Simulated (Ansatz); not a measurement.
# GaP (P4/mmm) in Ansatz: single point with PBE

Aim: the single point of GaP with PBE.

Everything below comes from runs of Ansatz 0.2.0. Logs are shortened: lines on timing, memory, paths and dates and some standing lists are left out, and cuts for length are marked.

**1. The structure**

Symmetry: P4/mmm, No. 123, tetragonal system. The conventional cell has a = 3.457 Å, b = 3.457 Å, c = 2.803 Å, α = 90.00°, β = 90.00°, γ = 90.00°. Around Ga (site symmetry 4/mmm) lie 2 Ga at 2.80 Å and 8 P at 2.82 Å. P (site symmetry 4/mmm) has 2 P at 2.80 Å and 8 Ga at 2.82 Å as nearest neighbours.

The cell was built by a generator and needn't be a form met in nature.

**2. Single point, PBE**

The input, input.yaml:

```yaml
crystal:
  lattice:
    - [3.45666, 0.0, 0.0]
    - [0.0, 3.45666, 0.0]
    - [0.0, 0.0, 2.80256]
  atoms:
    - { symbol: Ga, position: [0.0, 0.0, 0.0] }
    - { symbol: P, position: [0.5, 0.5, 0.5] }
kpoints:
  mp_grid: { grid: [5, 5, 5] }
scf:
  occupations: { method: fermi_dirac, width: 0.03 }
hamiltonian:
  xc: pbe
  pseudopotentials: { kind: all_electron, lapw: { basis_error: 0.002 } }
output:
  forces: true
  stress: true
  eigenvalues: true
```

Potentials or basis: all-electron LAPW, scalar-relativistic.

Launch:

```bash
$ ansatz run input.yaml --threads 1 --pin off --max-ram 3072MiB --backend cpu --events-out ev --progress --plain --runs-dir out
```

Output:

```text
Warning: RAYON_NUM_THREADS=1 ignored (pool sized by the plan → 1); use --threads N
LAPW: plane waves up to 7.455 Å⁻¹, error target 2.0e-3 eV per atom; small_component_spin mean_spin; P in spheres of 1.401 Å, 13 of its electrons in bands, Dirac shells []; Ga in spheres of 1.401 Å, 21 of its electrons in bands, Dirac shells [] (how accurate: hamiltonian.pseudopotentials.lapw.basis_error, Limitations)
Engine: ansatz 0.2.0, x86_64-unknown-linux-gnu
Pseudopotentials: kind: all_electron
Pseudopotential: Ga, LAPW, valence charge 21, lapw/all_electron/scalar/gaussian/Ga, Koelling and Harmon's equation, gaussian nucleus
Pseudopotential: P, LAPW, valence charge 13, lapw/all_electron/scalar/gaussian/P, Koelling and Harmon's equation, gaussian nucleus
Functional definition: PBE
  parameter kappa = 0.804
  parameter beta = 0.06672455060314922
  exchange = pbe_x(kappa = kappa, mu = beta*pi^2/3)
  correlation = pbe_c(beta = beta)
Crystal: 2 atoms, lattice volume = 33.486 Å³
Basis set: ecut = 211.75601012070297 eV, 231 PW (Γ), exchange–correlation at level 2
Bands: 21, of which v1, the nominal top of the filled ones, is band 17 counted from 1 (16 counted from 0)
Symmetry: 16 space group operations
Space group: P4/mmm (ITA 123), of the structure as read, at distance tolerance 3.2e-5 Å
k-points: 18 of 125
Non-local potential: Ga, projectors of the file, none
Non-local potential: P, projectors of the file, none
Initial density: superposition of atomic densities (chi_scale 0.1, normalization cell, long waves kept (reshape's long-wave potential 0.00 eV rms))
Initial wavefunctions: plane waves of lowest kinetic energy (no species holds an atomic orbital)
Functional: x = pbe(κ = 0.804, μ = 0.2195149727645171), c = pbe(β = 0.06672455060314922)
iter 1 solved again at ethr=6.29e-4 eV; its pass at ethr=1.00e-1 eV (dr2=2.14e-1 eV) is discarded
SCF iter   1: F=—  HF=-62208.157544 eV  |F-HF|=—  |Δ(HF+E_count)|=         —  Δρ=1.83e-2  dr2=2.14e-1  ethr=6.29e-4  ⟨swp⟩=2.3  Hψ=2503  notcnv=0
preconditioner: auto → none  [insulator: Δε(μ)=0.301 eV  Ē_g=14.461 eV  σ=0.030 eV  W_gap=0.87  n_scr=10 (ndim 8)  ℏωp=27.2 eV  f_vac=0.000  D(μ)=0.97/eV (n_scr^D=6)  ε∞_Penn≈4.5]
SCF iter   2: F=—  HF=-62208.062402 eV  |F-HF|=—  |Δ(HF+E_count)|=   9.51e-2  Δρ=6.51e-3  dr2=2.40e-2  ethr=6.29e-4  ⟨swp⟩=2.9  Hψ=1206  notcnv=0
SCF iter   3: F=—  HF=-62208.042946 eV  |F-HF|=—  |Δ(HF+E_count)|=   1.95e-2  Δρ=3.94e-3  dr2=7.40e-3  ethr=7.05e-5  ⟨swp⟩=2.2  Hψ=1173  notcnv=0
iter 4 solved again at ethr=7.17e-7 eV; its pass at ethr=2.18e-5 eV (dr2=2.44e-4 eV) is discarded
SCF iter   4: F=—  HF=-62208.040378 eV  |F-HF|=—  |Δ(HF+E_count)|=   2.57e-3  Δρ=1.02e-3  dr2=2.44e-4  ethr=7.17e-7  ⟨swp⟩=2.0  Hψ=1920  notcnv=0
SCF iter   5: F=—  HF=-62208.040380 eV  |F-HF|=—  |Δ(HF+E_count)|=   2.36e-6  Δρ=2.43e-4  dr2=1.27e-5  ethr=7.17e-7  ⟨swp⟩=2.1  Hψ=1101  notcnv=0
SCF iter   6: F=—  HF=-62208.040379 eV  |F-HF|=—  |Δ(HF+E_count)|=   1.34e-6  Δρ=6.96e-5  dr2=1.86e-6  ethr=3.75e-8  ⟨swp⟩=2.0  Hψ=1098  notcnv=0
SCF iter   7: F=—  HF=-62208.040379 eV  |F-HF|=—  |Δ(HF+E_count)|=   1.08e-7  Δρ=1.59e-5  dr2=1.39e-7  ethr=5.48e-9  ⟨swp⟩=2.6  Hψ=1113  notcnv=0
SCF iter   8: F=-62208.040379 eV  HF=-62208.040379 eV  |F-HF|=7.28e-11  |Δ(HF+E_count)|=   2.23e-8  Δρ=1.73e-6  dr2=1.19e-9  ethr=4.10e-10  ⟨swp⟩=2.1  Hψ=1099  notcnv=0
SCF 1 converged in 8 iterations: F = -62208.040379 eV  dr2 = 1.19e-9
SCF converged after 8 iterations
Free energy (F): -62208.040379 eV
Harris-Foulkes:  -62208.040379 eV  (|F-HF|=7.28e-11)
Internal energy: -62208.033048 eV  (E = F + TS)
E sigma→0 (E₀):  -62208.036714 eV
Entropy (-TS):   -0.007331 eV (-3.665 meV/atom)
Fermi energy:    11.797364 eV
--- Per-component energies (eV) ---
  E_band       = -1697.453548
  E_kinetic    = 63281.556879
  E_xc         = -2690.536917
  E_electrostatic = -122799.053010  (all electrons and nuclei)
  E_smearing   = -0.007331  (= −TS)
  E_closure    = 0.000000  (closes the sum)
  E_atoms      = -62200.568823  (free atoms, spherical and without spin; not in F)
  Σ components = -62208.040379   (vs F -62208.040379, Δ=0.00e0)
  Basis errors (estimates in eV, not in F): energy 2.9e-4 per atom: plane waves 2.5e-4 (1.3e-4 summed), levels above the bands 2.3e-89, relativity 1.6e-8, radial functions 4.2e-5, core shells 4.6e-11; eigenvalues (radial functions only) 3.5e-5; not estimated: angular momenta, meshes, grids; target (lapw.basis_error) 2.0e-3; muffin-tin radii P 1.401 Å, Ga 1.401 Å
--- Forces (eV/Å), atoms counted from 1 ---
  atom   1  Ga    -0.00000000     0.00000000     0.00000000
  atom   2  P     -0.00000000    -0.00000000     0.00000000
  max |Σ_I F_I| component: 3.01e-30 eV/Å
--- Stress (GPa, compression-positive) ---
       -5.967107       0.000000       0.000000
        0.000000      -5.967107       0.000000
        0.000000       0.000000      14.372640
  P = ⅓ Tr σ = 0.8128 GPa (8.128 kbar)
--- Band table (eV; the first three rows and the last of 18) ---
  k-point 0: bands = ["-156.9206", "-131.9728", "-107.4325", "-107.4080", "-107.4080", "-82.7217", "-82.6989", "-82.6989", "-3.2976", "-3.1173", "-3.0428", "-2.9917", "-2.9917", "-1.8409", "9.2360", "9.6734", "9.6734", "14.5816", "15.3069", "18.9023", "20.9187"]
  k-point 1: bands = ["-156.9206", "-131.9727", "-107.4327", "-107.4080", "-107.4080", "-82.7233", "-82.6988", "-82.6988", "-3.1854", "-3.1054", "-3.0474", "-3.0474", "-3.0352", "-1.1218", "9.1731", "10.3672", "10.3672", "10.9590", "15.9778", "20.0764", "20.0764"]
  k-point 2: bands = ["-156.9206", "-131.9725", "-107.4330", "-107.4079", "-107.4079", "-82.7260", "-82.6986", "-82.6986", "-3.1351", "-3.1351", "-3.0863", "-3.0229", "-3.0105", "0.9020", "5.2294", "12.1594", "12.1594", "12.2629", "15.7446", "16.8870", "16.8870"]
  k-point 17: bands = ["-156.9206", "-131.9725", "-107.4330", "-107.4080", "-107.4080", "-82.7260", "-82.6988", "-82.6988", "-3.1901", "-3.1821", "-3.1084", "-2.9902", "-2.9425", "3.4643", "7.4797", "8.3922", "8.9935", "10.6475", "11.9638", "13.1464", "14.9460"]
```

It took 8.3 s on 1 thread of Intel Xeon at 2.50GHz (Skylake/Cascade Lake), shared host; peak memory 0.26 GiB.

What came out:

```yaml
Free_energy: -62208.0404 eV
Pressure: 0.8 GPa
Band_gap_on_the_k_mesh: none (metal or under the smearing width)
```

Stress tensor (GPa, compression positive):
```
-5.97  0.00  0.00
 0.00 -5.97  0.00
 0.00  0.00 14.37
```

Caveat: the k mesh is coarse (spacing up to 0.45 Å⁻¹), so the values aren't converged; the k mesh is thin for a metal, which can move the energy by tens of meV per atom.
